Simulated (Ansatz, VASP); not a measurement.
**One calculation of CdS, two programs**

```
Cd S
1.0
     0.00000    2.68137    2.68137
     2.68137    0.00000    2.68137
     2.68137    2.68137    0.00000
Cd S
1 1
Cartesian
  0.0114 0.0000 0.0000
  2.6414 2.6814 2.6814
```

Change from the starting cell: mode 4 frozen in at -0.041 Å, equal normal strain along x, y and z -0.0167.

Alike in both runs: task single point; functional r2SCAN; k mesh 8 × 8 × 8; occupations gaussian, width 0.05 eV; no spin polarisation.

|  | VASP | Ansatz |
| --- | --- | --- |
| version | VASP 6.6.1 | Ansatz 0.2.0 |
| potentials or method | VASP PAW PBE potentials, release 64 (Cd, S) | scalar-relativistic, plane waves, PAW |
| plane-wave cutoff (eV) | 520 | 500 |
| valence electrons in the cell | 18 | 26 |

Ansatz gave:

* gap on the k mesh at the Fermi level (eV): 0.75
* least direct gap on the mesh (eV): 2.76
* pressure (GPa): 4.8
* largest component of the traceless stress (GPa): 0.23
* rms of the force components (eV/Å): 0.079

Question: Which values does VASP return?

Answer: gap on the k mesh at the Fermi level (eV): 0.73; least direct gap on the mesh (eV): 2.73; pressure (GPa): 5.4; largest component of the traceless stress (GPa): 0.24; rms of the force components (eV/Å): 0.083.

Atom by atom the forces differ by 0.003 eV/Å (rms over components). The two sets of potentials don't hold the same shells in valence.

Caveats: the PAW data sets were made with another functional, which shifts forces and pressure a little (VASP). A k mesh can miss the band edges.
